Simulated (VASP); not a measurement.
# FeSi2 (Linzhiite) (P4/mmm) in VASP: settings compared

Aim: see how the results for FeSi2 (Linzhiite) move with the level of theory and the settings. Levels: PBEsol, r2SCAN, LAK, r2SCAN+rVV10. Tasks: electron localisation function, relaxation of cell and atoms.

Program: VASP 6.6.1. These are calculated values, not measurements. Logs are shortened: lines on timing, memory, paths and dates and some standing lists are left out, and cuts for length are marked.

## 1. The structure

Symmetry: P4/mmm, No. 123, tetragonal system. The conventional cell has a = 2.684 Å, b = 2.684 Å, c = 5.128 Å, α = 90.00°, β = 90.00°, γ = 90.00°. Fe (site symmetry 4/mmm) has 8 Si at 2.35 Å and 4 Fe at 2.68 Å as nearest neighbours. Si (site symmetry 4mm) has 4 Fe at 2.35 Å and 5 Si at 2.36 to 2.68 Å as nearest neighbours.

## 2. Electron localisation function, PBEsol, collinear spin, ferromagnetic start

Input file INCAR:

```
SYSTEM = FeSi2
ALGO = Normal ; EDIFF = 1E-7
ENCUT = 520 ; GGA = PS
ISIF = 2 ; ISMEAR = 0
ISPIN = 2 ; LASPH = .TRUE.
LCHARG = .TRUE. ; LELF = .TRUE.
LMAXMIX = 4 ; LORBIT = 11
LREAL = .FALSE. ; LWAVE = .FALSE.
MAGMOM = 3 0 0 ; NELM = 120
PREC = Accurate ; SIGMA = 0.02
```

Input file KPOINTS:

```
k-points
0
G
  10 10 5
  0 0 0
```

Input file POSCAR:

```
FeSi2
1.0
    2.6840000000      0.0000000000      0.0000000000
    0.0000000000      2.6840000000      0.0000000000
    0.0000000000      0.0000000000      5.1280000000
Fe Si
1 2
Direct
    0.0000000000      0.0000000000      0.0000000000
    0.5000000000      0.5000000000      0.7300000000
    0.5000000000      0.5000000000      0.2700000000
```

Potentials or basis: VASP PAW PBE potentials, release 64 (Fe, Si).

Started as:

```console
$ cat potpaw_PBE.64/Fe/POTCAR potpaw_PBE.64/Si/POTCAR > POTCAR
$ mpirun -np 1 vasp_std > vasp.out
```

OUTCAR:

```text
SYSTEM = FeSi2
   EDIFF = 1E-7
   ENCUT = 520
   GGA = PS
   ISIF = 2
   ISMEAR = 0
   ISPIN = 2
   LASPH = .TRUE.
   LORBIT = 11
   LREAL = .FALSE.
   NELM = 120
   PREC = Accurate

 ion  position               nearest neighbor table
   1  0.000  0.000  0.000-   2 2.35   3 2.35   2 2.35   3 2.35   2 2.35   3 2.35   2 2.35   3 2.35

   2  0.500  0.500  0.730-   1 2.35   1 2.35   1 2.35   1 2.35   3 2.36   3 2.77
   3  0.500  0.500  0.270-   1 2.35   1 2.35   1 2.35   1 2.35   2 2.36   2 2.77

  LATTYP: Found a simple tetragonal cell.
 ALAT       =     2.6840000000
 C/A-ratio  =     1.9105812221

  Lattice vectors:

 A1 = (   2.6840000000,   0.0000000000,   0.0000000000)
 A2 = (   0.0000000000,   2.6840000000,   0.0000000000)
 A3 = (   0.0000000000,   0.0000000000,   5.1280000000)

Analysis of symmetry for initial positions (statically):
=====================================================================
 Subroutine PRICEL returns:
 Original cell was already a primitive cell.

 Routine SETGRP: Setting up the symmetry group for a
 simple tetragonal supercell.

 Subroutine GETGRP returns: Found 16 space group operations
 (whereof 16 operations were pure point group operations)
 out of a pool of 16 trial point group operations.

The static configuration has the point symmetry D_4h.

Analysis of symmetry for dynamics (positions and initial velocities):
=====================================================================
 Subroutine PRICEL returns:
 Original cell was already a primitive cell.

 Routine SETGRP: Setting up the symmetry group for a
 simple tetragonal supercell.

 Subroutine GETGRP returns: Found 16 space group operations
 (whereof 16 operations were pure point group operations)
 out of a pool of 16 trial point group operations.

The dynamic configuration has the point symmetry D_4h.

Analysis of structural, dynamic, and magnetic symmetry:
=====================================================================
 Subroutine PRICEL returns:
 Original cell was already a primitive cell.

 Routine SETGRP: Setting up the symmetry group for a
 simple tetragonal supercell.

 Subroutine GETGRP returns: Found 16 space group operations
 (whereof 16 operations were pure point group operations)
 out of a pool of 16 trial point group operations.

The overall configuration has the point symmetry D_4h.

 Subroutine INISYM returns: Found 16 space group operations
 (whereof 16 operations are pure point group operations),
 and found     1 'primitive' translations

----------------------------------------------------------------------------------------

                                     Primitive cell

  volume of cell :      36.9414

  direct lattice vectors                    reciprocal lattice vectors
     2.684000000  0.000000000  0.000000000     0.372578241  0.000000000  0.000000000
     0.000000000  2.684000000  0.000000000     0.000000000  0.372578241  0.000000000
     0.000000000  0.000000000  5.128000000     0.000000000  0.000000000  0.195007800

  length of vectors
     2.684000000  2.684000000  5.128000000     0.372578241  0.372578241  0.195007800

  position of ions in fractional coordinates (direct lattice)
     0.000000000  0.000000000  0.000000000
     0.500000000  0.500000000  0.730000000
     0.500000000  0.500000000  0.270000000

  ion indices of the primitive-cell ions
   primitive index   ion index
                 1           1
                 2           2
                 3           3

----------------------------------------------------------------------------------------

 KPOINTS: k-points

Automatic generation of k-mesh.
 Grid dimensions read from file:
 generate k-points for:   10   10    5

 Generating k-lattice:

  Cartesian coordinates                     Fractional coordinates (reciprocal lattice)
     0.037257824  0.000000000  0.000000000     0.100000000  0.000000000  0.000000000
     0.000000000  0.037257824  0.000000000     0.000000000  0.100000000  0.000000000
     0.000000000  0.000000000  0.039001560     0.000000000  0.000000000  0.200000000

[... 48 lines left out ...]
 cond. band min:       9.9499451592   @ k =   0.5000   0.4000   0.0000
 fundamental gap:      0.0311211852
 Fermi energy:         9.9489091899

 spin component 1

 k-point     1 :       0.0000    0.0000    0.0000
  band No.  band energies     occupation
      1      -4.0354      1.00000
      2       0.7219      1.00000
      3       1.9445      1.00000
      4       6.3218      1.00000
      5       8.2665      1.00000
      6       8.4018      1.00000
      7       8.4018      1.00000
      8       9.2863      1.00000
      9      14.5004      0.00000
     10      14.5004      0.00000
     11      16.3843      0.00000
     12      17.1005      0.00000
     13      17.9435      0.00000
     14      18.0837      0.00000
[... 379 lines left out ...]
      3       4.0777      1.00000
      4       6.1107      1.00000
      5       7.5418      1.00000
      6       8.1610      1.00000
      7       8.5289      1.00000
      8       8.6944      1.00000
      9      11.0446      0.00000
     10      13.7159      0.00000
     11      15.0816      0.00000
     12      15.7706      0.00000
     13      17.9024      0.00000
     14      18.6218      0.00000

 [... further k-points ...]

 spin component 2

 k-point     1 :       0.0000    0.0000    0.0000
  band No.  band energies     occupation
      1      -4.0354      1.00000
      2       0.7219      1.00000
      3       1.9445      1.00000
      4       6.3218      1.00000
      5       8.2665      1.00000
      6       8.4018      1.00000
      7       8.4018      1.00000
      8       9.2863      1.00000
      9      14.5004      0.00000
     10      14.5004      0.00000
     11      16.3843      0.00000
     12      17.1005      0.00000
     13      17.9435      0.00000
     14      18.0837      0.00000
[... 379 lines left out ...]
      3       4.0777      1.00000
      4       6.1107      1.00000
      5       7.5418      1.00000
      6       8.1610      1.00000
      7       8.5289      1.00000
      8       8.6944      1.00000
      9      11.0446      0.00000
     10      13.7159      0.00000
     11      15.0816      0.00000
     12      15.7706      0.00000
     13      17.9024      0.00000
     14      18.6218      0.00000

 [... further k-points ...]

------------------------ aborting loop because EDIFF is reached ----------------------------------------

  FORCE on cell =-STRESS in cart. coord.  units (eV):
  Direction    XX          YY          ZZ          XY          YZ          ZX
  --------------------------------------------------------------------------------------
  -------------------------------------------------------------------------------------
  Total       -0.1125622     -0.1125622     -0.5827315      0.0000000      0.0000000      0.0000000
  in kB       -4.8819147     -4.8819147    -25.2735373      0.0000000      0.0000000      0.0000000
  external PRESSURE =     -11.6791222 kB  Pullay stress =       0.0000000 kB

 VOLUME and BASIS-vectors are now :
 -----------------------------------------------------------------------------
  energy-cutoff  :      520.00
  volume of cell :       36.94
      direct lattice vectors                 reciprocal lattice vectors
     2.684000000  0.000000000  0.000000000     0.372578241  0.000000000  0.000000000
     0.000000000  2.684000000  0.000000000     0.000000000  0.372578241  0.000000000
     0.000000000  0.000000000  5.128000000     0.000000000  0.000000000  0.195007800

 POSITION                                       TOTAL-FORCE (eV/Angst)
 -----------------------------------------------------------------------------------
      0.00000      0.00000      0.00000         0.000000      0.000000      0.000000
      1.34200      1.34200      3.74344         0.000000      0.000000     -0.248604
      1.34200      1.34200      1.38456        -0.000000      0.000000      0.248604
 -----------------------------------------------------------------------------------
    total drift:                               -0.000000      0.000000      0.000000

  FREE ENERGIE OF THE ION-ELECTRON SYSTEM (eV)
  ---------------------------------------------------
  free  energy   TOTEN  =       -21.9483627339 eV

  energy  without entropy=      -21.9480399939  energy(sigma->0) =      -21.94820136

 total charge

# of ion       s       p       d       tot
------------------------------------------
    1        0.468   0.705   6.709   7.882
    2        0.733   0.892   0.000   1.625
    3        0.733   0.892   0.000   1.625
--------------------------------------------------
tot          1.934   2.490   6.709  11.133

 magnetization (x)

# of ion       s       p       d       tot
------------------------------------------
    1        0.000  -0.000   0.000   0.000
    2       -0.000  -0.000   0.000  -0.000
    3       -0.000  -0.000   0.000  -0.000
--------------------------------------------------
tot         -0.000  -0.000   0.000   0.000
```

Run time: 36 s. Hardware: 1 thread of Intel Xeon 6975P-C (Granite Rapids), shared host; peak memory 0.19 GiB.

What came out:

```
Free energy                                           : -21.9484 eV
Pressure                                              : -1.2 GPa
Largest force                                         : 0.249 eV/Å
Band gap on the k mesh                                : none (metal or under the smearing width)
Net moment                                            : 0.00 μB per cell
Valence electrons inside the program's atomic spheres : Fe 7.88; Si 1.62
```

Forces in eV/Å, atoms in the order of the input:
```
Fe   0.000  0.000  0.000
Si   0.000  0.000 -0.249
Si   0.000  0.000  0.249
```

Caveat: the starting moments collapsed, and a magnetic state may lie lower; the PAW data sets were made with another functional, which shifts forces and pressure a little.

## 3. Relaxation of cell and atoms, r2SCAN, collinear spin, ferromagnetic start

Input file INCAR:

```
SYSTEM = FeSi2
PREC = Accurate
ENCUT = 600
EDIFF = 1E-6
ISMEAR = 0
SIGMA = 0.05
LREAL = .FALSE.
LASPH = .TRUE.
NELM = 120
ALGO = Normal
ISIF = 3
LWAVE = .FALSE.
LCHARG = .FALSE.
ISPIN = 2
MAGMOM = 3 0 0
LORBIT = 11
LMAXMIX = 4
METAGGA = R2SCAN
LMIXTAU = .TRUE.
IBRION = 2
NSW = 40
EDIFFG = -0.005
```

Input file KPOINTS:

```
Automatic mesh
0
G
  7 7 4
  0 0 0
```

POSCAR is that of step 2.

Potentials or basis: VASP PAW PBE potentials, release 64 (Fe, Si).

Started as:

```console
$ cat potpaw_PBE.64/Fe/POTCAR potpaw_PBE.64/Si/POTCAR > POTCAR
$ mpirun -np 1 vasp_std > vasp.out
```

Run time: 5.8 min. Hardware: 1 thread of AMD EPYC 9R45 (Zen 5), shared host; peak memory 0.18 GiB.

It converged, with:

- Free energy: -32.5631 eV
- Relaxed volume: 12.28 Å³/atom
- Relaxed cell: a = 2.692 Å, b = 2.692 Å, c = 5.085 Å, α = 90.00°, β = 90.00°, γ = 90.00°
- Space group after relaxing (to 0.05 Å): P4/mmm (No. 123)
- Energy gained by relaxing: 1.5 meV/atom
- Ionic steps: 7
- Pressure after relaxing: 0.0 GPa
- Band gap on the k mesh: none (metal or under the smearing width)
- Net moment: 0.20 μB per cell
- Site moments: Fe +0.25; Si -0.01 μB
- Valence electrons inside the program's atomic spheres: Fe 7.89; Si 1.64

The path:
```tsv
step	energy change (eV)	largest force (eV/Å)	pressure (GPa)	volume (Å³)
1	0.0000	0.1441	-0.65	36.94
2	-0.0023	0.1546	1.01	36.67
3	-0.0044	0.0247	0.34	36.78
4	-0.0045	0.0210	-0.35	36.90
5	-0.0045	0.0236	-0.08	36.86
6	-0.0045	0.0113	-0.03	36.85
7	-0.0045	0.0011	0.02	36.85
```

Final structure:
```
Fe Si
1.0
     2.69190    0.00000    0.00000
     0.00000    2.69190    0.00000
     0.00000    0.00000    5.08532
Fe Si
1 2
Direct
  0.00000 0.00000 0.00000
  0.50000 0.50000 0.72947
  0.50000 0.50000 0.27053
```

Levels at points of the mesh, in eV from the Fermi level:
Spin up:
| k point | band 5 | band 6 | band 7 | band 8 | band 9 | band 10 | band 11 | band 12 |
| --- | --- | --- | --- | --- | --- | --- | --- | --- |
| (0.00, 0.00, 0.00) | -1.84 | -1.73 | -1.73 | -0.95 | 4.71 | 4.71 | 7.23 | 7.39 |
| (0.00, 0.00, 0.50) | -2.41 | -1.78 | -1.78 | -0.95 | 2.62 | 5.93 | 5.93 | 6.63 |
Spin down:
```
           k point  band 6  band 7  band 8  band 9  band 10  band 11
(0.00, 0.00, 0.00)   -1.56   -1.52   -0.85    4.68     4.68     7.21
(0.00, 0.00, 0.50)   -1.61   -1.61   -0.85    2.87     5.89     5.89
```

Caveat: the PAW data sets were made with another functional, which shifts forces and pressure a little.

## 4. Relaxation of cell and atoms, LAK, collinear spin, ferromagnetic start

Edit INCAR of step 3 so:

```diff
@@ -8,3 +8,3 @@
 LASPH = .TRUE.
-NELM = 120
+NELM = 150
 ALGO = Normal
@@ -17,3 +17,3 @@
 LMAXMIX = 4
-METAGGA = R2SCAN
+METAGGA = LAK
 LMIXTAU = .TRUE.
```

KPOINTS is that of step 3.

POSCAR is that of step 3.

Started as:

```console
$ cat potpaw_PBE.64/Fe/POTCAR potpaw_PBE.64/Si/POTCAR > POTCAR
$ mpirun -np 1 vasp_std > vasp.out
```

Run time: 6.8 min. Hardware: 1 thread of AMD EPYC 9R45 (Zen 5), shared host; peak memory 0.18 GiB.

The run converged. Its results:

```
Free energy                                           : -5.5461 eV
Relaxed volume                                        : 12.44 Å³/atom
Relaxed cell                                          : a = 2.704 Å, b = 2.704 Å, c = 5.107 Å, α = 90.00°, β = 90.00°, γ = 90.00°
Space group after relaxing (to 0.05 Å)                : P4/mmm (No. 123)
Energy gained by relaxing                             : 3.3 meV/atom
Ionic steps                                           : 6
Pressure after relaxing                               : 0.0 GPa
Band gap on the k mesh                                : none (metal or under the smearing width)
Net moment                                            : 0.20 μB per cell
Site moments                                          : Fe +0.26; Si -0.01 μB
Valence electrons inside the program's atomic spheres : Fe 7.78; Si 1.62
```

The path:
```csv
step,energy change (eV),largest force (eV/Å),pressure (GPa),volume (Å³)
1,0.0000,0.4031,2.27,36.94
2,-0.0006,0.3774,-3.12,37.88
3,-0.0090,0.0106,-0.64,37.42
4,-0.0094,0.0665,0.46,37.24
5,-0.0098,0.0336,0.08,37.31
6,-0.0098,0.0003,-0.04,37.33
```

Final structure:
```
Fe Si
1.0
     2.70357    0.00000    0.00000
     0.00000    2.70357    0.00000
     0.00000    0.00000    5.10691
Fe Si
1 2
Cartesian
  0.0000 0.0000 0.0000
  1.3518 1.3518 3.7184
  1.3518 1.3518 1.3886
```

Levels at points of the mesh, in eV from the Fermi level:
Spin up:
```tsv
k point	band 4	band 5	band 6	band 7	band 8	band 9	band 10	band 11	band 12	band 13
(0.00, 0.00, 0.00)	-3.81	-1.89	-1.78	-1.78	-1.14	4.64	4.64	7.18	7.28	8.05
(0.00, 0.00, 0.50)	-3.78	-2.63	-1.83	-1.83	-1.13	2.54	5.90	5.90	6.52	6.90
```
Spin down:
| k point | band 4 | band 5 | band 6 | band 7 | band 8 | band 9 | band 10 | band 11 | band 12 | band 13 |
| --- | --- | --- | --- | --- | --- | --- | --- | --- | --- | --- |
| (0.00, 0.00, 0.00) | -3.16 | -1.58 | -1.58 | -1.50 | -1.00 | 4.59 | 4.59 | 7.14 | 7.46 | 8.12 |
| (0.00, 0.00, 0.50) | -3.13 | -2.66 | -1.63 | -1.63 | -1.00 | 2.85 | 5.83 | 5.83 | 6.54 | 6.92 |

Caveat: the PAW data sets were made with another functional, which shifts forces and pressure a little.

## 5. Relaxation of cell and atoms, r2SCAN+rVV10, collinear spin, ferromagnetic start

Input file INCAR:

```
SYSTEM = FeSi2
PREC     = Accurate       ! precision mode
ENCUT    = 600            ! plane-wave cutoff, eV
EDIFF    = 1E-6           ! SCF threshold, eV
ISMEAR   = 0              ! smearing method
SIGMA    = 0.05           ! smearing width, eV
LREAL    = .False.        ! projectors in reciprocal space
LASPH    = .True.         ! aspherical terms in the spheres
NELM     = 100            ! most SCF steps
ALGO     = Normal         ! electronic algorithm
ISIF     = 3              ! what is computed and relaxed
LWAVE    = .False.        ! write WAVECAR
LCHARG   = .False.        ! write CHGCAR
ISPIN    = 2              ! spin polarisation
MAGMOM   = 3 0 0          ! initial moments
LORBIT   = 11             ! projections on sites
LMAXMIX  = 4              ! l up to which the mixer works
METAGGA  = R2SCAN         ! meta-GGA
LMIXTAU  = .True.       
LUSE_VDW = .True.       
IVDW_NL  = 2            
BPARAM   = 11.95        
CPARAM   = 0.0093       
IBRION   = 2              ! ionic algorithm
NSW      = 60             ! ionic steps
EDIFFG   = -0.01          ! ionic threshold
```

Input file KPOINTS:

```
Automatic mesh
0
Gamma
  7 7 4
  0 0 0
```

POSCAR is that of step 4.

Started as:

```console
$ cat potpaw_PBE.64/Fe/POTCAR potpaw_PBE.64/Si/POTCAR > POTCAR
$ mpirun -np 1 vasp_std > vasp.out
```

Run time: 6.9 min. Hardware: 1 thread of AMD EPYC 9R45 (Zen 5), shared host; peak memory 0.28 GiB.

It converged, with:

```yaml
Free_energy: -32.3091 eV
Relaxed_volume: 12.23 Å³/atom
Relaxed_cell: a = 2.687 Å, b = 2.687 Å, c = 5.082 Å, α = 90.00°, β = 90.00°, γ = 90.00°
Space_group_after_relaxing_to_0.05_Å: P4/mmm (No. 123)
Energy_gained_by_relaxing: 1.7 meV/atom
Ionic_steps: 7
Pressure_after_relaxing: 0.0 GPa
Band_gap_on_the_k_mesh: none (metal or under the smearing width)
Net_moment: 0.20 μB per cell
Site_moments: Fe +0.25; Si -0.01 μB
Valence_electrons_inside_the_program's_atomic_spheres: Fe 7.90; Si 1.64
```

Step by step:
```tsv
step	energy change (eV)	largest force (eV/Å)	pressure (GPa)	volume (Å³)
1	0.0000	0.1556	-1.39	36.94
2	-0.0012	0.1228	2.03	36.37
3	-0.0049	0.0171	0.45	36.63
4	-0.0049	0.0198	0.38	36.64
5	-0.0049	0.0419	-0.40	36.77
6	-0.0050	0.0137	-0.03	36.71
7	-0.0050	0.0009	-0.03	36.70
```

Final structure:
```
Fe Si
1.0
     2.68735    0.00000    0.00000
     0.00000    2.68735    0.00000
     0.00000    0.00000    5.08245
Fe Si
1 2
Direct
  0.00000 0.00000 0.00000
  0.50000 0.50000 0.72923
  0.50000 0.50000 0.27077
```

Levels at points of the mesh, in eV from the Fermi level:
Spin up:
```
           k point  band 6  band 7  band 8  band 9  band 10  band 11
(0.00, 0.00, 0.00)   -1.74   -1.74   -0.95    4.74     4.74     7.21
(0.00, 0.00, 0.50)   -1.78   -1.78   -0.95    2.62     5.97     5.97
```
Spin down:
```tsv
k point	band 5	band 6	band 7	band 8	band 9	band 10	band 11	band 12
(0.00, 0.00, 0.00)	-1.57	-1.57	-1.54	-0.85	4.71	4.71	7.19	7.55
(0.00, 0.00, 0.50)	-2.47	-1.62	-1.62	-0.85	2.87	5.92	5.92	6.64
```

Caveat: the PAW data sets were made with another functional, which shifts forces and pressure a little.

## 6. The runs side by side

```csv
level,gap on the mesh (eV),pressure (GPa),moment (μB),relaxed volume (Å³/atom)
r2SCAN,none,0.0,0.20,12.28
LAK,none,0.0,0.20,12.44
r2SCAN+rVV10,none,0.0,0.20,12.23
```

Alike in all rows: task relaxation of cell and atoms; potentials or basis VASP PAW PBE potentials, release 64 (Fe, Si); spin collinear, ferromagnetic start; cell relaxed; k mesh 7 × 7 × 4; cutoff (eV) 600; smearing gaussian 0.05 eV.

Caveats: the PAW data sets were made with another functional, which shifts forces and pressure a little.

Absolute energies hang on the potentials; compare differences alone.
